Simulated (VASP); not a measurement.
# ZrSe2 in VASP: settings compared

The runs below take ZrSe2 through relaxation of cell and atoms, with PBE+D3(BJ), PBEsol.

Program: VASP 6.6.1. These are calculated values, not measurements. Logs are shortened: lines on timing, memory, paths and dates and some standing lists are left out, and cuts for length are marked.

## 1. The structure

The cell holds a slab with vacuum, 3 atoms: a = 3.757 Å, b = 3.757 Å, c = 21.096 Å, α = 90.00°, β = 90.00°, γ = 120.00°.

## 2. Relaxation of cell and atoms, PBE+D3(BJ)

INCAR

```
  PREC = Accurate
  ENCUT = 600
  EDIFF = 1E-7
  ISMEAR = 0
  SIGMA = 0.03
  LREAL = F
  LASPH = T
  NELM = 80
  ALGO = Normal
  ISIF = 3
  LWAVE = F
  LCHARG = F
  GGA = PE
  IVDW = 12
  IBRION = 2
  NSW = 90
  EDIFFG = -0.005
  LATTICE_CONSTRAINTS = .TRUE. .TRUE. .FALSE.
```

KPOINTS

```
regular mesh
0
Gamma
  9 9 1
```

POSCAR

```
ZrSe2                                   
1.0
    3.7573333590     -0.0000000000      0.0000000000
   -1.8786666795      3.2539461359      0.0000000000
    0.0000000000      0.0000000000     21.0960000000
  Se              Zr            
     2     1
Direct
     0.6666666699999979    0.3333333300000021    0.4244802431965418
     0.3333333300000021    0.6666666699999979    0.5755197568034582
     0.0000000000000000    0.0000000000000000    0.5000000000000000
```

Potentials or basis: VASP PAW PBE potentials, release 64 (Se, Zr_sv).

On the command line:

```
$ cat potpaw_PBE.64/Se/POTCAR potpaw_PBE.64/Zr_sv/POTCAR > POTCAR
$ mpirun -np 1 vasp_std > vasp.out
```

OUTCAR:

```text
PREC = Accurate
   ENCUT = 600
   EDIFF = 1E-7
   ISMEAR = 0
   LREAL = F
   LASPH = T
   NELM = 80
   ISIF = 3
   GGA = PE
   IVDW = 12
   IBRION = 2
   NSW = 90
   EDIFFG = -0.005
 IVDW          = 12

 ion  position               nearest neighbor table
   1  0.667  0.333  0.424-   3 2.69   3 2.69   3 2.69
   2  0.333  0.667  0.576-   3 2.69   3 2.69   3 2.69
   3  0.000  0.000  0.500-   1 2.69   2 2.69   2 2.69   1 2.69   1 2.69   2 2.69

  LATTYP: Found a hexagonal cell.
 ALAT       =     3.7573333590
 C/A-ratio  =     5.6146202597

  Lattice vectors:

 A1 = (   3.7573333590,   0.0000000000,   0.0000000000)
 A2 = (  -1.8786666795,   3.2539461359,   0.0000000000)
 A3 = (   0.0000000000,   0.0000000000,  21.0960000000)

Analysis of symmetry for initial positions (statically):
=====================================================================
 Subroutine PRICEL returns:
 Original cell was already a primitive cell.

 Routine SETGRP: Setting up the symmetry group for a
 hexagonal supercell.

 Subroutine GETGRP returns: Found 12 space group operations
 (whereof 12 operations were pure point group operations)
 out of a pool of 24 trial point group operations.

The static configuration has the point symmetry D_3d.

Analysis of symmetry for dynamics (positions and initial velocities):
=====================================================================
 Subroutine PRICEL returns:
 Original cell was already a primitive cell.

 Routine SETGRP: Setting up the symmetry group for a
 hexagonal supercell.

 Subroutine GETGRP returns: Found 12 space group operations
 (whereof 12 operations were pure point group operations)
 out of a pool of 24 trial point group operations.

The dynamic configuration has the point symmetry D_3d.

 Subroutine INISYM returns: Found 12 space group operations
 (whereof 12 operations are pure point group operations),
 and found     1 'primitive' translations

----------------------------------------------------------------------------------------

                                     Primitive cell
[... 143 lines left out ...]
  Total       0.00357     0.00357     0.01427    -0.00000     0.00000     0.00000
  in kB       0.02217     0.02217     0.08862    -0.00000     0.00000     0.00000
  external pressure =        0.04 kB  Pullay stress =        0.00 kB

 VOLUME and BASIS-vectors are now :
 -----------------------------------------------------------------------------
  energy-cutoff  :      600.00
  volume of cell :      257.92
      direct lattice vectors                 reciprocal lattice vectors
     3.757333359  0.000000000  0.000000000     0.266146201  0.153659581  0.000000000
    -1.878666679  3.253946136  0.000000000     0.000000000  0.307319162  0.000000000
     0.000000000  0.000000000 21.096000000     0.000000000  0.000000000  0.047402351

 POSITION                                       TOTAL-FORCE (eV/Angst)
 -----------------------------------------------------------------------------------
      1.87867      1.08465      8.95484         0.000000     -0.000000     -0.008620
     -0.00000      2.16930     12.14116        -0.000000      0.000000      0.008620
      0.00000      0.00000     10.54800        -0.000000      0.000000      0.000000
 -----------------------------------------------------------------------------------
    total drift:                                0.000000      0.000000      0.000000

  FREE ENERGIE OF THE ION-ELECTRON SYSTEM (eV)
  ---------------------------------------------------
  free  energy   TOTEN  =       -20.4019631146 eV

  energy  without entropy=      -20.4019631146  energy(sigma->0) =      -20.40196311

--------------------------------------- Ionic step        2  -------------------------------------------

 number of electron      24.0000000 magnetization

 Free energy of the ion-electron system (eV)
  ---------------------------------------------------
  ext. energy  EPLUGINS =         0.00000000
  ---------------------------------------------------
  free energy    TOTEN  =       -19.58370924 eV

  energy without entropy =      -19.58370924  energy(sigma->0) =      -19.58370924

 E-fermi :  -2.4606     XC(G=0):  -3.2934

 val. band max:       -2.6006393913   @ k =   0.0000   0.0000   0.0000
 cond. band min:      -2.1936957183   @ k =   0.4444  -0.0000   0.0000
 fundamental gap:      0.4069436730
 Fermi energy:        -2.4605700279

 k-point     1 :       0.0000    0.0000    0.0000
  band No.  band energies     occupation
      1     -52.0544      2.00000
      2     -30.1006      2.00000
      3     -29.9858      2.00000
      4     -29.9858      2.00000
      5     -15.6298      2.00000
      6     -14.7465      2.00000
[... 205 lines left out ...]
      3     -30.1214      2.00000
      4     -30.0472      2.00000
      5     -14.5474      2.00000
      6     -14.5474      2.00000
[... 8 lines left out ...]
     15      -0.1944      0.00000
     16       1.8166      0.00000

------------------------ aborting loop because EDIFF is reached ----------------------------------------

 Edisp (eV)   -0.81826

 E8    (eV) :    -0.3923

  FORCE on cell =-STRESS in cart. coord.  units (eV):
  Direction    XX          YY          ZZ          XY          YZ          ZX
  --------------------------------------------------------------------------------------
  -------------------------------------------------------------------------------------
  Total      -0.00863    -0.00863    -0.00239    -0.00000     0.00000     0.00000
  in kB      -0.05362    -0.05362    -0.01485    -0.00000     0.00000     0.00000
  external pressure =       -0.04 kB  Pullay stress =        0.00 kB

 VOLUME and BASIS-vectors are now :
 -----------------------------------------------------------------------------
  energy-cutoff  :      600.00
  volume of cell :      257.95
      direct lattice vectors                 reciprocal lattice vectors
     3.757549027  0.000000000  0.000000000     0.266130925  0.153650762  0.000000000
    -1.878774514  3.254132910  0.000000000     0.000000000  0.307301523  0.000000000
     0.000000000  0.000000000 21.096000000     0.000000000  0.000000000  0.047402351

 POSITION                                       TOTAL-FORCE (eV/Angst)
 -----------------------------------------------------------------------------------
      1.87877      1.08471      8.95442        -0.000000      0.000000     -0.003357
     -0.00000      2.16942     12.14158         0.000000     -0.000000      0.003357
      3.75755      0.00000     10.54800         0.000000      0.000000      0.000000
 -----------------------------------------------------------------------------------
    total drift:                                0.000000      0.000000     -0.000000

  FREE ENERGIE OF THE ION-ELECTRON SYSTEM (eV)
  ---------------------------------------------------
  free  energy   TOTEN  =       -20.4019671563 eV

  energy  without entropy=      -20.4019671563  energy(sigma->0) =      -20.40196716

 reached required accuracy - stopping structural energy minimisation
```

CONTCAR:

```text
ZrSe2
   1.00000000000000
     3.7575490271521295    0.0000000000000000    0.0000000000000000
    -1.8787745135760647    3.2541329099979324    0.0000000000000000
     0.0000000000000000    0.0000000000000000   21.0960000000000001
  Se              Zr
     2     1
Direct
     0.6666666699999979    0.3333333300000021    0.4244605318732185
     0.3333333300000021    0.6666666699999979    0.5755394681267815
     1.0000000000000000    0.0000000000000000    0.5000000000000000

  0.00000000E+00  0.00000000E+00  0.00000000E+00
  0.00000000E+00  0.00000000E+00  0.00000000E+00
  0.00000000E+00  0.00000000E+00  0.00000000E+00
```

It took 3.3 min on 1 thread of Intel Xeon Platinum 8488C (Sapphire Rapids), shared host; peak memory 0.48 GiB.

Results:

| Item | Value |
| --- | --- |
| Free energy | -20.4020 eV |
| Relaxed volume | 85.98 Å³/atom |
| Relaxed cell | a = 3.758 Å, b = 3.758 Å, c = 21.096 Å, α = 90.00°, β = 90.00°, γ = 120.00° |
| Space group after relaxing (to 0.05 Å) | P-3m1 (No. 164) |
| Energy gained by relaxing | 0.0 meV/atom |
| Ionic steps | 2 |
| Largest force after relaxing | 0.003 eV/Å |
| Band gap on the k mesh | 0.41 eV, indirect (least direct gap 1.10 eV) |
| Dispersion energy per atom | -0.273 eV |

Forces on the atoms (eV/Å):
```
Se   0.000  0.000 -0.003
Se   0.000  0.000  0.003
Zr   0.000  0.000  0.000
```

Final structure:
```yaml
crystal:
  lattice:
    - [3.75755, 0.00000, 0.00000]
    - [-1.87877, 3.25413, 0.00000]
    - [0.00000, 0.00000, 21.09600]
  atoms:
    - { symbol: Se, position: [0.66667, 0.33333, 0.42446] }
    - { symbol: Se, position: [0.33333, 0.66667, 0.57554] }
    - { symbol: Zr, position: [0.00000, 0.00000, 0.50000] }
```

## 3. Relaxation of cell and atoms, PBEsol

This run uses another cell than the first one, of 87.85 Å³/atom, 1.022 times its volume.

INCAR

```
PREC = Accurate
ENCUT = 600
EDIFF = 1E-6
ISMEAR = 0
SIGMA = 0.03
LREAL = F
LASPH = T
NELM = 80
ALGO = Normal
ISIF = 3
LWAVE = F
LCHARG = F
GGA = PS
IBRION = 2
NSW = 90
EDIFFG = -0.01
LATTICE_CONSTRAINTS = .TRUE. .TRUE. .FALSE.
```

KPOINTS

```
Automatic mesh
0
Gamma
  9 9 1
```

POSCAR

```
ZrSe2
1.0
    3.7980000000      0.0000000000      0.0000000000
   -1.8990000000      3.2891644800      0.0000000000
    0.0000000000      0.0000000000     21.0960000000
Se Zr
2 1
Direct
    0.6666666700      0.3333333300      0.4266211600
    0.3333333300      0.6666666700      0.5733788400
    0.0000000000      0.0000000000      0.5000000000
```

Potentials or basis: VASP PAW PBE potentials, release 64 (Se, Zr_sv).

On the command line:

```
$ cat potpaw_PBE.64/Se/POTCAR potpaw_PBE.64/Zr_sv/POTCAR > POTCAR
$ mpirun -np 1 vasp_std > vasp.out
```

Wall time 8 min (1 thread of Intel Xeon Platinum 8488C (Sapphire Rapids), shared host); peak memory 0.46 GiB.

The run converged. Its results:

```yaml
Free_energy: -20.7466 eV
Relaxed_volume: 85.24 Å³/atom
Relaxed_cell: a = 3.741 Å, b = 3.741 Å, c = 21.096 Å, α = 90.00°, β = 90.00°, γ = 120.00°
Space_group_after_relaxing_to_0.05_Å: P-3m1 (No. 164)
Energy_gained_by_relaxing: 4.6 meV/atom
Ionic_steps: 6
Band_gap_on_the_k_mesh: 0.36 eV, indirect (least direct gap 1.06 eV)
```

Forces on the atoms (eV/Å):
```
Se   0.000  0.000 -0.003
Se   0.000  0.000  0.003
Zr   0.000  0.000  0.000
```

Step by step:
```
step  energy change (eV)  largest force (eV/Å)  pressure (GPa)  volume (Å³)
   1              0.0000                0.0546           -0.29       263.54
   2             -0.0068                0.2664            0.32       256.78
   3             -0.0078                0.2093            0.15       258.53
   4             -0.0112                0.1394            0.10       257.58
   5             -0.0138                0.0124            0.01       255.87
   6             -0.0138                0.0026           -0.01       255.73
```

Final structure:
```cif
data_structure
_symmetry_space_group_name_H-M 'P 1'
_symmetry_Int_Tables_number 1
_cell_length_a 3.7414
_cell_length_b 3.7414
_cell_length_c 21.0960
_cell_angle_alpha 90.000
_cell_angle_beta 90.000
_cell_angle_gamma 120.000
_cell_volume 255.73
loop_
_atom_site_label
_atom_site_type_symbol
_atom_site_fract_x
_atom_site_fract_y
_atom_site_fract_z
_atom_site_occupancy
Se1 Se 0.66667 0.33333 0.42512 1
Se2 Se 0.33333 0.66667 0.57488 1
Zr1 Zr 0.00000 0.00000 0.50000 1
```

Levels at points of the mesh, in eV from the valence-band top:
| k point | band 9 | band 10 | band 11 | band 12 | band 13 | band 14 | band 15 | band 16 |
| --- | --- | --- | --- | --- | --- | --- | --- | --- |
| (0.00, 0.00, 0.00) | -2.58 | -1.27 | 0.00 | 0.00 | 1.06 | 1.06 | 1.62 | 4.52 |

Caveat: the PAW data sets were made with another functional, which shifts forces and pressure a little.
